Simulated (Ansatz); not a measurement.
# GaN (F-43m): phonons at finite temperature, part 3 of 3

Wanted: self-consistent phonon frequencies, thermal pressure and a stability verdict for GaN. The starting cell is a computed one from a database.

Ansatz 0.2.0; DFT PBE, scalar-relativistic, plane waves, PAW; PAW set soft_1.

So far. Step 2 (Probe on a coarse mesh): The start is under 5.1 GPa at this level and looks like an insulator or semiconductor on this mesh. Step 4 (Relaxing to small residual forces and stress): The residual pressure is 0.0044 GPa, small enough for phonons. The relaxed cell has a = 4.549 Å (conventional setting).

## (5) Sampling the crystal at temperature (continued)

400 K; each column in its own order of rank; one wavevector of each set of like ones; translations left out; no LO-TO term. Modes at 400K, by row:

| q1 | q2 | q3 | rank | harmonic (cm⁻¹) | gaussian (cm⁻¹) | gaussian error (cm⁻¹) | hessian (cm⁻¹) | hessian error (cm⁻¹) | path integral (cm⁻¹) | path integral error (cm⁻¹) |
| --- | --- | --- | --- | --- | --- | --- | --- | --- | --- | --- |
| 0 | 0 | 0 | 1 | 516 | 519.5 | 0.2 | 506.8 | 0.3 | 505.2 | 1 |
| 0 | 0 | 0 | 2 | 516 | 519.5 | 0.2 | 506.8 | 0.3 | 505.2 | 1 |
| 0 | 0 | 0 | 3 | 516 | 519.5 | 0.2 | 506.8 | 0.3 | 505.2 | 1 |
| 0 | 0 | 0.3333 | 1 | 119.9 | 118.2 | 0 | 117.7 | 0.1 | 117.7 | 0.1 |
| 0 | 0 | 0.3333 | 2 | 119.9 | 118.2 | 0 | 117.7 | 0.1 | 117.7 | 0.1 |
| 0 | 0 | 0.3333 | 3 | 280.2 | 280.5 | 0.1 | 278.1 | 0.1 | 278.2 | 0.3 |
| 0 | 0 | 0.3333 | 4 | 533.6 | 537.3 | 0.1 | 525.5 | 0.2 | 525.4 | 0.8 |
| 0 | 0 | 0.3333 | 5 | 533.6 | 537.3 | 0.1 | 525.5 | 0.2 | 525.4 | 0.8 |
| 0 | 0 | 0.3333 | 6 | 667.5 | 669.2 | 0.2 | 660.8 | 0.2 | 660.8 | 0.8 |
| 0 | 0.3333 | 0.3333 | 1 | 167.4 | 165.8 | 0.1 | 164.8 | 0.1 | 164.8 | 0.1 |
| 0 | 0.3333 | 0.3333 | 2 | 167.4 | 165.8 | 0.1 | 164.8 | 0.1 | 164.8 | 0.1 |
| 0 | 0.3333 | 0.3333 | 3 | 279.4 | 279.8 | 0.2 | 277.3 | 0.2 | 277 | 0.3 |
| 0 | 0.3333 | 0.3333 | 4 | 564.4 | 568.2 | 0.2 | 557.5 | 0.2 | 557.2 | 0.9 |
| 0 | 0.3333 | 0.3333 | 5 | 564.4 | 568.2 | 0.2 | 557.5 | 0.2 | 557.2 | 0.9 |
| 0 | 0.3333 | 0.3333 | 6 | 663.7 | 665.4 | 0.4 | 657 | 0.8 | 656.3 | 0.8 |
| 0 | 0.3333 | 0.6667 | 1 | 168.8 | 166.8 | 0.1 | 165.8 | 0.1 | 165.7 | 0.1 |
| 0 | 0.3333 | 0.6667 | 2 | 234.2 | 232.8 | 0.1 | 231.3 | 0.1 | 231.1 | 0.1 |
| 0 | 0.3333 | 0.6667 | 3 | 288 | 288.7 | 0.1 | 285 | 0.1 | 284.6 | 0.3 |
| 0 | 0.3333 | 0.6667 | 4 | 556.9 | 561 | 0.1 | 550.1 | 0.2 | 549.4 | 0.7 |
| 0 | 0.3333 | 0.6667 | 5 | 606.9 | 609.7 | 0.1 | 600.6 | 0.2 | 600.1 | 0.6 |
| 0 | 0.3333 | 0.6667 | 6 | 644.8 | 647 | 0.1 | 638.3 | 0.3 | 637.9 | 0.7 |

1200 K; each column in its own order of rank; one wavevector of each set of like ones; translations left out; no LO-TO term. Modes at 1200K, by row:

| q1 | q2 | q3 | rank | harmonic (cm⁻¹) | gaussian (cm⁻¹) | gaussian error (cm⁻¹) | hessian (cm⁻¹) | hessian error (cm⁻¹) | path integral (cm⁻¹) | path integral error (cm⁻¹) |
| --- | --- | --- | --- | --- | --- | --- | --- | --- | --- | --- |
| 0 | 0 | 0 | 1 | 516 | 522.4 | 0.9 | 486.3 | 1.7 | - | - |
| 0 | 0 | 0 | 2 | 516 | 522.4 | 0.9 | 486.3 | 1.7 | - | - |
| 0 | 0 | 0 | 3 | 516 | 522.4 | 0.9 | 486.3 | 1.7 | - | - |
| 0 | 0 | 0.3333 | 1 | 119.9 | 115.9 | 0.2 | 114.3 | 0.2 | - | - |
| 0 | 0 | 0.3333 | 2 | 119.9 | 115.9 | 0.2 | 114.3 | 0.2 | - | - |
| 0 | 0 | 0.3333 | 3 | 280.2 | 280.5 | 0.2 | 273.8 | 0.6 | - | - |
| 0 | 0 | 0.3333 | 4 | 533.6 | 540.7 | 0.4 | 507.3 | 0.7 | - | - |
| 0 | 0 | 0.3333 | 5 | 533.6 | 540.7 | 0.4 | 507.3 | 0.7 | - | - |
| 0 | 0 | 0.3333 | 6 | 667.5 | 670 | 0.9 | 646.4 | 1.5 | - | - |
| 0 | 0.3333 | 0.3333 | 1 | 167.4 | 163.5 | 0.3 | 160.5 | 0.3 | - | - |
| 0 | 0.3333 | 0.3333 | 2 | 167.4 | 163.5 | 0.3 | 160.5 | 0.3 | - | - |
| 0 | 0.3333 | 0.3333 | 3 | 279.4 | 279.7 | 0.4 | 272.4 | 0.5 | - | - |
| 0 | 0.3333 | 0.3333 | 4 | 564.4 | 571.3 | 0.6 | 541.2 | 0.9 | - | - |
| 0 | 0.3333 | 0.3333 | 5 | 564.4 | 571.3 | 0.6 | 541.2 | 0.9 | - | - |
| 0 | 0.3333 | 0.3333 | 6 | 663.7 | 665.6 | 1 | 642 | 1.2 | - | - |
| 0 | 0.3333 | 0.6667 | 1 | 168.8 | 163.8 | 0.3 | 161 | 0.3 | - | - |
| 0 | 0.3333 | 0.6667 | 2 | 234.2 | 230.3 | 0.2 | 226.2 | 0.3 | - | - |
| 0 | 0.3333 | 0.6667 | 3 | 288 | 289.3 | 0.1 | 278.9 | 0.2 | - | - |
| 0 | 0.3333 | 0.6667 | 4 | 556.9 | 564.2 | 0.8 | 533.4 | 1 | - | - |
| 0 | 0.3333 | 0.6667 | 5 | 606.9 | 611.6 | 1.1 | 586.2 | 1.6 | - | - |
| 0 | 0.3333 | 0.6667 | 6 | 644.8 | 648 | 1.1 | 623.4 | 1.5 | - | - |

By temperature, by row:

| T (K) | verdict | pressure (GPa) | error (GPa) | vibrational free energy (eV/cell) | entropy (J/mol-cell/K) | free energy beyond the Gaussian (eV/cell) | mean-square displacement of the first Ga, sum over three axes, rings (Å²) | rings doubtful |
| --- | --- | --- | --- | --- | --- | --- | --- | --- |
| 50 | stable | 1.172 | 0.0043 | 0.1471 | 1.146 | -2.12e-4 | 0.003667 | false |
| 200 | stable | 1.259 | 0.0067 | 0.1315 | 19.99 | -3.28e-4 | 0.006648 | false |
| 400 | stable | 1.659 | 0.012 | 0.06454 | 43.47 | -9.04e-4 | 0.01225 | false |
| 1200 | stable | 4.016 | 0.019 | -0.5332 | 93.13 | - | - | - |

Lowest frequency on the supercell's wavevectors (translations apart) against temperature:

| temperature (K) | harmonic (cm⁻¹) | gaussian (cm⁻¹) | hessian (cm⁻¹) | path integral (cm⁻¹) |
| --- | --- | --- | --- | --- |
| 50 | 120 | 119 | 119 | 118 |
| 200 | 120 | 119 | 118 | 118 |
| 400 | 120 | 118 | 118 | 118 |
| 1200 | 120 | 116 | 114 | - |

Free-energy Hessian at 1200 K, interpolated by phonopy, no LO-TO term. Phonon branches along the path, in cm⁻¹:

| point | branch 1 | branch 2 | branch 3 | branch 4 | branch 5 | branch 6 |
| --- | --- | --- | --- | --- | --- | --- |
| Γ | 0 | 0 | 0 | 486 | 486 | 486 |
| halfway | 134 | 134 | 217 | 527 | 527 | 608 |
| X | 176 | 176 | 325 | 554 | 554 | 661 |
| halfway | 174 | 188 | 315 | 550 | 564 | 652 |
| U | 168 | 215 | 293 | 541 | 583 | 631 |
| jump to K | 168 | 215 | 293 | 541 | 583 | 631 |
| halfway | 107 | 155 | 228 | 509 | 537 | 615 |
| Γ | 0 | 0 | 0 | 486 | 486 | 486 |
| halfway | 93 | 93 | 215 | 504 | 504 | 606 |
| L | 132 | 132 | 329 | 508 | 508 | 676 |
| halfway | 157 | 191 | 298 | 528 | 554 | 646 |
| W | 189 | 210 | 282 | 560 | 579 | 618 |
| halfway | 182 | 189 | 307 | 557 | 563 | 643 |
| X | 176 | 176 | 325 | 554 | 554 | 661 |

The phonon branches as a text plot (rows in cm⁻¹):

```
    662 |         ******                       *******        ***
    633 |       **      ********             **       **** ***
    605 |     **                *           *             *
    577 |    *         *******   **        *           ******
    549 |       ***********   ***  **                ************
    521 |  *****           ********      **    ********
    493 |****                    **************
    465 |
    436 |
    408 |
    380 |
    352 |
    324 |          ******                       ******        ***
    296 |         *      **                    *      *** ****
    267 |       **         *****             **          *
    239 |                  *    *
    211 |     **         ** **              *          ******
    183 |          *******    ** **                  ** *********
    155 |    *  ***       ****  *          *        ****
    127 |  ** **              ** ****          ******
     99 |    *                  *        ** ***
     70 | ***                    *****     *
     42 | *                        ***  ***
     14 |*                           ****
         Γ           X  U|K            Γ         L        W     X
```

The lowest frequency on the supercell's wavevectors (translations apart) is 120 cm⁻¹ at 200 K (harmonic); 119 cm⁻¹ at 200 K (gaussian); 118 cm⁻¹ at 200 K (hessian). The highest branch reaches 676 cm⁻¹ on this path, at L.

## (6) Results

```
50 K   : stable; softest mode 119 cm⁻¹ (harmonic 120); pressure 1.17 GPa
200 K  : stable; softest mode 118 cm⁻¹ (harmonic 120); pressure 1.26 GPa
400 K  : stable; softest mode 118 cm⁻¹ (harmonic 120); pressure 1.66 GPa
1200 K : stable; softest mode 114 cm⁻¹ (harmonic 120); pressure 4.02 GPa
```

At fixed cell GaN is judged stable at 50 K, stable at 200 K, stable at 400 K and stable at 1200 K. The crystal is harmonically stable on these wavevectors; at fixed cell its lowest frequency is 120 cm⁻¹ in the harmonic picture and 114 cm⁻¹ from the free energy at 1200 K. At 1200 K the largest relative shift among harmonically stable modes above 20 cm⁻¹ that exceeds three times its error is at q = (0, 0, 0): 516 cm⁻¹ becomes 486 ± 1.7 cm⁻¹, matching modes by rank. The pressure column includes -0.050 GPa of the lattice at rest on the supercell's coarser k-mesh; in the Gaussian the ions' motion adds +4.07 GPa at 1200 K, from the supercell's own modes alone. The path-integral sampling failed its own checks at 1200 K, so those columns are empty. The cell is held fixed, the 54-atom supercell samples only its own wavevectors, and LO–TO splitting and linewidths are not included; the verdicts are statistical.

[Logs are printed without paths, hosts, clocks, repeated set-up lines and the standing remarks that a program may print on its own settings, such as how far it seeks lower states.]

[Hosts, paths, dates, database ids (printed as entryN), source tags and the programs' standing remarks are cut or masked in the printed files.]

[A step with changed settings may run another functional than the one named; its input shows which.]
